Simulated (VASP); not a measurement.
Zn, 2 atoms in the cell. The structure is hexagonal, space group P6_3/mmc (No. 194). Conventional cell: a = 2.618 Å, b = 2.618 Å, c = 5.083 Å, α = 90.00°, β = 90.00°, γ = 120.00°. Zn (site symmetry -6m2) is surrounded by 12 Zn at 2.62 to 2.96 Å.  The cell isn't the ideal one: a relaxed cell with its volume scaled by 0.98.

```yaml
Program: VASP 6.6.1
Task: relaxation of shape and atoms at fixed volume
Functional: PBE
Potentials_or_basis: VASP PAW PBE potentials, release 64 (Zn)
Cutoff: 600 eV
k_mesh: 18 × 18 × 8
Occupations: methfessel-paxton, width 0.1 eV
Spin: no spin polarisation
Further_INCAR_settings: ALGO = Normal; EDIFF = 1e-07; IBRION = 2; EDIFFG = -0.01; NSW = 40; ISIF = 4
```

Potentials or basis: VASP PAW PBE potentials, release 64 (Zn).

Run with:

```bash
$ cat potpaw_PBE.64/Zn/POTCAR > POTCAR
$ mpirun -np 1 vasp_std > vasp.out
```

Hardware: 1 thread of Intel(R) Xeon(R) Platinum 8488C (Sapphire Rapids), with other jobs on the host.

Question: Estimate the wall time of this run.

Answer: Run time: 3.3 min on 1 thread of Intel(R) Xeon(R) Platinum 8488C (Sapphire Rapids) (shared host), peak memory 0.22 GiB. Counts: scf iterations 39, k points 185, ion steps 5.
